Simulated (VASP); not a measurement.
# ZnSe (Stilleite) (F-43m) in VASP: notebook, part 2 of 2

VASP 6.6.1. Earlier steps stand in the parts before.

**3. Single point, PBE (atoms moved at random, drawn with an rms of 0.05 Å)**

INCAR

```
SYSTEM = ZnSe
  PREC = Accurate
  ENCUT = 520
  EDIFF = 1E-7
  ISMEAR = -1
  SIGMA = 0.05
  LREAL = .FALSE.
  LASPH = .TRUE.
  NELM = 100
  ALGO = Normal
  ISIF = 2
  LWAVE = .FALSE.
  LCHARG = .FALSE.
  GGA = PE
  NBANDS = 16
```

KPOINTS

```
regular mesh
0
G
  8 8 8
  0 0 0
```

POSCAR

```
ZnSe
1.0
    0.0000000000      2.8338000000      2.8338000000
    2.8338000000      0.0000000000      2.8338000000
    2.8338000000      2.8338000000      0.0000000000
Se Zn
1 1
Direct
    0.7492290000      0.7524180000      0.7487920000
   -0.0092010000     -0.0086460000      0.0078680000
```

Potentials or basis: VASP PAW PBE potentials, release 64 (Se, Zn).

On the command line:

```console
cat potpaw_PBE.64/Se/POTCAR potpaw_PBE.64/Zn/POTCAR > POTCAR
mpirun -np 1 vasp_std > vasp.out
```

OUTCAR:

```text
SYSTEM = ZnSe
   PREC = Accurate
   ENCUT = 520
   EDIFF = 1E-7
   ISMEAR = -1
   LREAL = .FALSE.
   LASPH = .TRUE.
   NELM = 100
   ISIF = 2
   GGA = PE

 ion  position               nearest neighbor table
   1  0.749  0.752  0.749-   2 2.42   2 2.42   2 2.48   2 2.49
   2  0.991  0.991  0.008-   1 2.42   1 2.42   1 2.48   1 2.49

  LATTYP: Found a face centered cubic cell.
 ALAT       =     5.6676000000

  Lattice vectors:

 A1 = (   0.0000000000,   2.8338000000,   2.8338000000)
 A2 = (   2.8338000000,   0.0000000000,   2.8338000000)
 A3 = (   2.8338000000,   2.8338000000,   0.0000000000)

Analysis of symmetry for initial positions (statically):
=====================================================================
 Subroutine PRICEL returns:
 Original cell was already a primitive cell.

 Routine SETGRP: Setting up the symmetry group for a
 face centered cubic supercell.

 Subroutine GETGRP returns: Found  1 space group operations
 (whereof  1 operations were pure point group operations)
 out of a pool of 48 trial point group operations.

The static configuration has the point symmetry C_1 .

Analysis of symmetry for dynamics (positions and initial velocities):
=====================================================================
 Subroutine PRICEL returns:
 Original cell was already a primitive cell.

 Routine SETGRP: Setting up the symmetry group for a
 face centered cubic supercell.

 Subroutine GETGRP returns: Found  1 space group operations
 (whereof  1 operations were pure point group operations)
 out of a pool of 48 trial point group operations.

The dynamic configuration has the point symmetry C_1 .

 Subroutine INISYM returns: Found  1 space group operations
 (whereof  1 operations are pure point group operations),
 and found     1 'primitive' translations

----------------------------------------------------------------------------------------

                                     Primitive cell

  volume of cell :      45.5132

  direct lattice vectors                    reciprocal lattice vectors
     0.000000000  2.833800000  2.833800000    -0.176441527  0.176441527  0.176441527
     2.833800000  0.000000000  2.833800000     0.176441527 -0.176441527  0.176441527
     2.833800000  2.833800000  0.000000000     0.176441527  0.176441527 -0.176441527

  length of vectors
     4.007598393  4.007598393  4.007598393     0.305605690  0.305605690  0.305605690

  position of ions in fractional coordinates (direct lattice)
     0.749229000  0.752418000  0.748792000
     0.990799000  0.991354000  0.007868000

  ion indices of the primitive-cell ions
   primitive index   ion index
                 1           1
                 2           2

----------------------------------------------------------------------------------------

 KPOINTS: regular mesh

Automatic generation of k-mesh.
 Grid dimensions read from file:
 generate k-points for:    8    8    8

 Generating k-lattice:

  Cartesian coordinates                     Fractional coordinates (reciprocal lattice)
    -0.022055191  0.022055191  0.022055191     0.125000000  0.000000000  0.000000000
     0.022055191 -0.022055191  0.022055191     0.000000000  0.125000000  0.000000000
     0.022055191  0.022055191 -0.022055191     0.000000000  0.000000000  0.125000000

  Length of vectors
     0.038200711  0.038200711  0.038200711

  Shift w.r.t. Gamma in fractional coordinates (k-lattice)
     0.000000000  0.000000000  0.000000000

 Subroutine IBZKPT returns following result:
 ===========================================

 Found    260 irreducible k-points:

 Following reciprocal coordinates:
            Coordinates               Weight
  0.000000  0.000000  0.000000      1.000000
  0.125000  0.000000  0.000000      2.000000
  0.000000  0.125000  0.000000      2.000000
  0.000000  0.000000  0.125000      2.000000
  0.125000  0.125000  0.125000      2.000000
  0.250000  0.000000  0.000000      2.000000
[... 42 lines left out ...]
  0.500000  0.375000  0.500000      2.000000
  0.125000  0.500000  0.000000      2.000000
 [... further k-points ...]
   k-points           NKPTS =    260   k-points in BZ     NKDIM =    260   number of bands    NBANDS=     16
   number of dos      NEDOS =    301   number of ions     NIONS =      2
   total plane-waves  NPLWV =  27000
   dimension x,y,z NGX =    30 NGY =   30 NGZ =   30
   dimension x,y,z NGXF=    60 NGYF=   60 NGZF=   60
   ions per type =               1   1
   NGX,Y,Z   is equivalent  to a cutoff of  12.44, 12.44, 12.44 a.u.
   NGXF,Y,Z  is equivalent  to a cutoff of  24.89, 24.89, 24.89 a.u.
 SYSTEM =  ZnSe
   PREC   = accura    normal or accurate (medium, high low for compatibility)
   ISTART =      0    job   : 0-new  1-cont  2-samecut
   ICHARG =      2    charge: 1-file 2-atom 10-const
   ISPIN  =      1    spin polarized calculation?
   LNONCOLLINEAR =      F non collinear calculations
   LSORBIT =      F    spin-orbit coupling
   LASPH  =      T    aspherical Exc in radial PAW
   ENCUT  =  520.0 eV  38.22 Ry    6.18 a.u.   7.45  7.45  7.45*2*pi/ulx,y,z
   NELM   =    100;   NELMIN=  2; NELMDL= -5     # of ELM steps
   EDIFF  = 0.1E-06   stopping-criterion for ELM
   LREAL  =      F    real-space projection
[... 7 lines left out ...]
   TEBEG  =    0.0;   TEEND  =   0.0 temperature during run
   PSTRESS=    0.0 pullay stress
   NELECT =      18.0000    total number of electrons
   NUPDOWN=      -1.0000    fix difference up-down
   EMIN   =  10.00;   EMAX   =-10.00  energy-range for DOS
   EFERMI =   0.00;   METHOD = LEGACY
   ISMEAR =    -1;   SIGMA  =   0.05  broadening in eV -4-tet -1-fermi 0-gaus
   EFERMI_NEDOS =   21; number of points for ismear=-14 and -15
   IALGO  =     38    algorithm
   IMIX   =      4    mixing-type and parameters
     AMIX     =   0.40;   BMIX     =  1.00
     AMIX_MAG =   1.60;   BMIX_MAG =  1.00
  volume/ion in A,a.u.               =      22.76       153.57
  Fermi-wavevector in a.u.,A,eV,Ry     =   1.201673  2.270834 19.647073  1.444019
  Thomas-Fermi vector in A             =   2.337476
   LORBIT       =      0    0 simple, 1 ext, 2 COOP (PROOUT), +10 PAW based schemes
   GGA     = PE    functional components
   LHFCALC =     F    Hartree Fock is set to
   AEXX    =    0.0000 exact exchange contribution
   IVDW    =     0    specifies the selected vdW correction
   LEPSILON=     F    determine dielectric tensor
   LRPA    =     F    only Hartree local field effects (RPA)
 non-spin polarized calculation
  energy-cutoff  :      520.00
  volume of cell :       45.51
 maximum number of plane-waves:      1243
 NGX is ok and might be reduce to    30
   NGX = 15   NGY = 15   NGZ = 15

 number of electron      18.0000001 magnetization

 Free energy of the ion-electron system (eV)
  ---------------------------------------------------
  ext. energy  EPLUGINS =         0.00000000
  ---------------------------------------------------
  free energy    TOTEN  =        -6.01131466 eV

  energy without entropy =       -6.01131463  energy(sigma->0) =       -6.01131464

 E-fermi :   2.3036     XC(G=0):  -9.3216

 val. band max:        1.6706063766   @ k =   0.0000   0.0000   0.0000
 cond. band min:       2.9053108306   @ k =   0.0000   0.0000   0.0000
 fundamental gap:      1.2347044540
 Fermi energy:         2.3036003058

 k-point     1 :       0.0000    0.0000    0.0000
  band No.  band energies     occupation
      1     -11.6486      2.00000
      2      -4.9685      2.00000
      3      -4.9381      2.00000
      4      -4.9071      2.00000
      5      -4.5683      2.00000
      6      -4.5674      2.00000
[... 8 lines left out ...]
     15      13.0704      0.00000
     16      13.0732      0.00000

 k-point     2 :       0.1250    0.0000    0.0000
  band No.  band energies     occupation
      1     -11.5489      2.00000
      2      -4.9522      2.00000
      3      -4.9284      2.00000
      4      -4.8962      2.00000
      5      -4.5696      2.00000
      6      -4.5680      2.00000
[... 8 lines left out ...]
     15      12.3082      0.00000
     16      12.4321      0.00000
[... 691 lines left out ...]
      5      -4.5603      2.00000
      6      -4.5431      2.00000
[... 8 lines left out ...]
     15      13.3610      0.00000
     16      13.9801      0.00000

 k-point    40 :       0.3750    0.3750    0.2500
  band No.  band energies     occupation
      1     -11.0134      2.00000
      2      -4.8668      2.00000
      3      -4.8104      2.00000
      4      -4.7899      2.00000
      5      -4.5664      2.00000
      6      -4.5468      2.00000
[... 8 lines left out ...]
     15      13.3941      0.00000
     16      13.9203      0.00000

 [... further k-points ...]
[... 5 lines left out ...]
  --------------------------------------------------------------------------------------
  -------------------------------------------------------------------------------------
  Total        0.6942313      0.6944863      0.6706543      0.3242404      0.0314254     -0.0047192
  in kB       24.4386494     24.4476271     23.6086789     11.4140602      1.1062497     -0.1661266
  external PRESSURE =      24.1649851 kB  Pullay stress =       0.0000000 kB

 VOLUME and BASIS-vectors are now :
 -----------------------------------------------------------------------------
  energy-cutoff  :      520.00
  volume of cell :       45.51
      direct lattice vectors                 reciprocal lattice vectors
     0.000000000  2.833800000  2.833800000    -0.176441527  0.176441527  0.176441527
     2.833800000  0.000000000  2.833800000     0.176441527 -0.176441527  0.176441527
     2.833800000  2.833800000  0.000000000     0.176441527  0.176441527 -0.176441527

 POSITION                                       TOTAL-FORCE (eV/Angst)
 -----------------------------------------------------------------------------------
      4.25413      4.24509      4.25537        -0.030379      0.004076     -0.314377
      2.83160      2.83002      5.61703         0.030379     -0.004076      0.314377
 -----------------------------------------------------------------------------------
    total drift:                               -0.000022      0.000025     -0.000041

  FREE ENERGIE OF THE ION-ELECTRON SYSTEM (eV)
  ---------------------------------------------------
  free  energy   TOTEN  =        -6.0113146603 eV

  energy  without entropy=       -6.0113146279  energy(sigma->0) =       -6.01131464
```

stdout:

```text
POSCAR found type information on POSCAR SeZn
 POSCAR found :  2 types and       2 ions
 scaLAPACK will be used
 LDA part: xc-table for (Slater+PW92), standard interpolation
 POSCAR, INCAR and KPOINTS ok, starting setup
 FFT: planning ... GRIDC
 FFT: planning ... GRID_SOFT
 FFT: planning ... GRID
 WAVECAR not read
 entering main loop
```

Run time: 91 s. Hardware: 1 thread of AMD EPYC 9R45 (Zen 5), shared host; peak memory 0.29 GiB.

What came out:

```yaml
Free_energy: -6.0113 eV
Pressure: 2.4 GPa
Largest_force: 0.316 eV/Å
Band_gap_on_the_k_mesh: 1.23 eV, direct
```

Forces in eV/Å, atoms in the order of the input:
```
Se  -0.030  0.004 -0.314
Zn   0.030 -0.004  0.314
```

Levels at points of the mesh, in eV from the valence-band top:
| k point | band 6 | band 7 | band 8 | band 9 | band 10 | band 11 | band 12 | band 13 |
| --- | --- | --- | --- | --- | --- | --- | --- | --- |
| (0.00, 0.00, 0.00) | -6.24 | -0.13 | -0.05 | 0.00 | 1.23 | 5.71 | 5.74 | 5.80 |
| (0.50, 0.00, 0.00) | -6.07 | -5.22 | -1.00 | -0.84 | 2.44 | 6.15 | 6.43 | 8.49 |
| (0.00, 0.50, 0.00) | -6.07 | -5.20 | -0.99 | -0.84 | 2.42 | 6.16 | 6.41 | 8.48 |
| (0.00, 0.00, 0.50) | -6.09 | -5.35 | -1.01 | -0.85 | 2.54 | 6.22 | 6.50 | 8.55 |
| (0.50, 0.50, 0.50) | -6.09 | -5.36 | -1.01 | -0.86 | 2.54 | 6.23 | 6.49 | 8.56 |
| (0.50, 0.50, 0.00) | -6.06 | -4.81 | -2.28 | -2.21 | 2.90 | 3.43 | 10.68 | 11.09 |
| (0.00, 0.50, 0.50) | -6.06 | -4.81 | -2.24 | -2.24 | 2.92 | 3.40 | 10.68 | 11.19 |
| (0.50, 0.00, 0.50) | -6.06 | -4.81 | -2.24 | -2.24 | 2.92 | 3.40 | 10.68 | 11.19 |

**4. Single point, PBEsol**

INCAR

```
PREC = Accurate
ENCUT = 520
EDIFF = 1E-7
ISMEAR = -1
SIGMA = 0.05
LREAL = False
LASPH = True
NELM = 80
ALGO = Normal
ISIF = 2
LWAVE = False
LCHARG = False
GGA = PS
NBANDS = 16
```

KPOINTS

```
Automatic mesh
0
Gamma
  8 8 8
```

POSCAR

```
ZnSe
1.0
    0.0000000000      2.8338000000      2.8338000000
    2.8338000000      0.0000000000      2.8338000000
    2.8338000000      2.8338000000      0.0000000000
Se Zn
1 1
Direct
    0.7500000000      0.7500000000      0.7500000000
    0.0000000000      0.0000000000      0.0000000000
```

Potentials or basis: VASP PAW PBE potentials, release 64 (Se, Zn).

On the command line:

```console
cat potpaw_PBE.64/Se/POTCAR potpaw_PBE.64/Zn/POTCAR > POTCAR
mpirun -np 1 vasp_std > vasp.out
```

OUTCAR:

```text
PREC = Accurate
   ENCUT = 520
   EDIFF = 1E-7
   ISMEAR = -1
   LREAL = False
   LASPH = True
   NELM = 80
   ISIF = 2
   GGA = PS

 ion  position               nearest neighbor table
   1  0.750  0.750  0.750-   2 2.45   2 2.45   2 2.45   2 2.45
   2  0.000  0.000  0.000-   1 2.45   1 2.45   1 2.45   1 2.45

  LATTYP: Found a face centered cubic cell.
 ALAT       =     5.6676000000

  Lattice vectors:

 A1 = (   0.0000000000,   2.8338000000,   2.8338000000)
 A2 = (   2.8338000000,   0.0000000000,   2.8338000000)
 A3 = (   2.8338000000,   2.8338000000,   0.0000000000)

Analysis of symmetry for initial positions (statically):
=====================================================================
 Subroutine PRICEL returns:
 Original cell was already a primitive cell.

 Routine SETGRP: Setting up the symmetry group for a
 face centered cubic supercell.

 Subroutine GETGRP returns: Found 24 space group operations
 (whereof 24 operations were pure point group operations)
 out of a pool of 48 trial point group operations.

The static configuration has the point symmetry T_d .
[... 155 lines left out ...]
  ext. energy  EPLUGINS =         0.00000000
  ---------------------------------------------------
  free energy    TOTEN  =        -6.77157557 eV

  energy without entropy =       -6.77157549  energy(sigma->0) =       -6.77157553

 E-fermi :   2.1079     XC(G=0):  -9.5261

 val. band max:        1.4882623394   @ k =   0.0000   0.0000   0.0000
 cond. band min:       2.6590285955   @ k =   0.0000   0.0000   0.0000
 fundamental gap:      1.1707662561
 Fermi energy:         2.1078788670

 k-point     1 :       0.0000    0.0000    0.0000
  band No.  band energies     occupation
      1     -11.7977      2.00000
      2      -5.0676      2.00000
      3      -5.0676      2.00000
      4      -5.0676      2.00000
      5      -4.6960      2.00000
      6      -4.6960      2.00000
[... 433 lines left out ...]
      3      -4.9267      2.00000
      4      -4.7296      2.00000
      5      -4.6892      2.00000
      6      -4.4866      2.00000
[... 8 lines left out ...]
     15      14.1099      0.00000
     16      14.9411      0.00000

 [... further k-points ...]
[... 5 lines left out ...]
  --------------------------------------------------------------------------------------
  -------------------------------------------------------------------------------------
  Total       -0.2481222     -0.2481222     -0.2481222      0.0000000      0.0000000      0.0000000
  in kB       -8.7345116     -8.7345116     -8.7345116      0.0000000      0.0000000      0.0000000
  external PRESSURE =      -8.7345116 kB  Pullay stress =       0.0000000 kB

 VOLUME and BASIS-vectors are now :
 -----------------------------------------------------------------------------
  energy-cutoff  :      520.00
  volume of cell :       45.51
      direct lattice vectors                 reciprocal lattice vectors
     0.000000000  2.833800000  2.833800000    -0.176441527  0.176441527  0.176441527
     2.833800000  0.000000000  2.833800000     0.176441527 -0.176441527  0.176441527
     2.833800000  2.833800000  0.000000000     0.176441527  0.176441527 -0.176441527

 POSITION                                       TOTAL-FORCE (eV/Angst)
 -----------------------------------------------------------------------------------
      4.25070      4.25070      4.25070        -0.000000     -0.000000     -0.000000
      0.00000      0.00000      0.00000         0.000000      0.000000      0.000000
 -----------------------------------------------------------------------------------
    total drift:                               -0.000000     -0.000000      0.000000

  FREE ENERGIE OF THE ION-ELECTRON SYSTEM (eV)
  ---------------------------------------------------
  free  energy   TOTEN  =        -6.7715755712 eV

  energy  without entropy=       -6.7715754876  energy(sigma->0) =       -6.77157553
```

OSZICAR:

```text
N       E                     dE             d eps       ncg     rms          rms(c)
DAV:   1     0.852204181372E+02    0.85220E+02   -0.87202E+03   936   0.128E+03
DAV:   2    -0.174665888243E+01   -0.86967E+02   -0.81499E+02  1000   0.247E+02
DAV:   3    -0.703415570897E+01   -0.52875E+01   -0.52647E+01  1168   0.607E+01
DAV:   4    -0.707559958491E+01   -0.41444E-01   -0.41439E-01  1096   0.559E+00
DAV:   5    -0.707579038464E+01   -0.19080E-03   -0.19080E-03  1216   0.355E-01    0.466E+00
DAV:   6    -0.679347049652E+01    0.28232E+00   -0.62801E-01  1240   0.270E+01    0.363E+00
DAV:   7    -0.677434029609E+01    0.19130E-01   -0.16156E-01  1080   0.378E+00    0.158E+00
DAV:   8    -0.677172212287E+01    0.26182E-02   -0.38955E-03  1240   0.660E-01    0.422E-01
DAV:   9    -0.677152868127E+01    0.19344E-03   -0.83812E-04  1080   0.297E-01    0.644E-02
DAV:  10    -0.677158709195E+01   -0.58411E-04   -0.20333E-04  1224   0.173E-01    0.215E-02
DAV:  11    -0.677157511136E+01    0.11981E-04   -0.36378E-05  1272   0.856E-02    0.390E-03
DAV:  12    -0.677157547077E+01   -0.35942E-06   -0.56907E-06  1160   0.159E-02    0.227E-03
DAV:  13    -0.677157557576E+01   -0.10499E-06   -0.18297E-07  1168   0.302E-03    0.784E-04
DAV:  14    -0.677157557119E+01    0.45704E-08   -0.17889E-08   888   0.900E-04
   1 F= -.67715756E+01 E0= -.67715755E+01  d E =-.836134E-07
```

stdout:

```text
POSCAR found type information on POSCAR SeZn
 POSCAR found :  2 types and       2 ions
 scaLAPACK will be used
 -----------------------------------------------------------------------------
|                                                                             |
|                                                                             |
|     You enforced a specific xc type in the INCAR file but a different       |
|     I HOPE YOU KNOW WHAT YOU ARE DOING!                                     |
|                                                                             |
 -----------------------------------------------------------------------------

 LDA part: xc-table for (Slater+PW92), standard interpolation
 POSCAR, INCAR and KPOINTS ok, starting setup
 FFT: planning ... GRIDC
 FFT: planning ... GRID_SOFT
 FFT: planning ... GRID
 WAVECAR not read
 entering main loop
```

Run time: 34 s. Hardware: 1 thread of AMD EPYC 7R43 (Zen 3), shared host; peak memory 0.13 GiB.

Results:

* Free energy: -6.7716 eV
* Pressure: -0.9 GPa
* Band gap on the k mesh: 1.17 eV, direct

Caveat: the PAW data sets were made with another functional, which shifts forces and pressure a little.

**5. Summary**

```csv
level,cell,ladder,gap on the mesh (eV),pressure (GPa)
PBE,as given,-,1.29,2.3
PBE,"atoms moved at random, drawn with an rms of 0.05 Å",-,1.23,2.4
PBEsol,as given,free,1.17,-0.9
```

Alike in all rows: task single point; potentials or basis VASP PAW PBE potentials, release 64 (Se, Zn); no spin polarisation; k mesh 8 × 8 × 8; cutoff (eV) 520; smearing fermi-dirac 0.05 eV.

Caveats: the PAW data sets were made with another functional, which shifts forces and pressure a little (some runs).

Total energies depend on the potentials used, so only differences within one code and one set of settings carry meaning.

**6. Comparison with measurements**

Step 2. Against the measured gap of ZnSe, 2.695 eV (an exciton energy, a little under the gap; 300 K; “Alloy Disordering Effects on the Thermal Conductivity and Energy Gap Temperature Dependence of Cd1−xZnxSe Ternary Crystals Grown by the Bridgman Method”, 2023, pmc:10253836), the calculated 1.29 eV is off by -1.40 eV. So large a miss can be the level of theory's own, or it may mean another phase, state or a wrong row. Spin-orbit coupling on Se is left out. The value is that of PBE, without temperature or zero-point motion. Semilocal functionals fall short of measured gaps as a rule.

Step 4. A measured gap of ZnSe is 2.695 eV (an exciton energy, a little under the gap; 300 K; “Alloy Disordering Effects on the Thermal Conductivity and Energy Gap Temperature Dependence of Cd1−xZnxSe Ternary Crystals Grown by the Bridgman Method”, 2023, pmc:10253836); the calculated 1.17 eV misses it by -1.52 eV. So large a miss can be the level of theory's own, or it may mean another phase, state or a wrong row. Spin-orbit coupling on Se is left out. The value is that of PBEsol, without temperature or zero-point motion. Semilocal functionals fall short of measured gaps as a rule.
